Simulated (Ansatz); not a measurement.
Input of an Ansatz 0.2.0 run:

input.yaml

```yaml
crystal:
  lattice:
    - [0.0, 3.2333428, 3.2333428]
    - [3.2333428, 0.0, 3.2333428]
    - [3.2333428, 3.2333428, 0.0]
  atoms:
    - { symbol: Sn, position: [0.75, 0.75, 0.75], spin: 0.5 }
    - { symbol: Sn, position: [0.5, 0.5, 0.5], spin: -0.5 }
kpoints:
  mp_grid: { grid: [7, 7, 7] }
  band_path:
    path:
      - [0.0, 0.0, 0.0]
      - [0.5, 0.0, 0.5]
      - [0.5, 0.25, 0.75]
      - [0.375, 0.375, 0.75]
      - [0.0, 0.0, 0.0]
      - [0.5, 0.5, 0.5]
      - [0.625, 0.25, 0.625]
      - [0.5, 0.25, 0.75]
    npoints: 12
scf:
  occupations: { method: methfessel_paxton, width: 0.025 }
hamiltonian:
  xc: pbesol
  pseudopotentials:
    kind: all_electron
    lapw: { basis_error: 0.001 }
    dirac_shells: { Sn: ["3p", "3d"] }
magnetization:
  spin_polarized: true
output:
  forces: true
  stress: true
  eigenvalues: true
```

Potentials or basis: all-electron LAPW, inner shells corrected to Dirac's equation.

Run with:

```sh
$ ansatz run input.yaml --threads 1 --pin off --max-ram 2560MiB --backend cpu --events-out ev --progress --plain --runs-dir out
```

(1) Predict the band gap along the path.

(2) Estimate the absolute moment.

(3) Predict the pressure.

(4) Predict the net moment.

Results:

(1) none (metal or under the smearing width).

(2) 0.00 μB per cell.

(3) 1.6 GPa.

(4) 0.00 μB per cell.

Caveat: spin-orbit coupling is left out, which moves the levels of the heavy elements; the starting moments weren't kept.
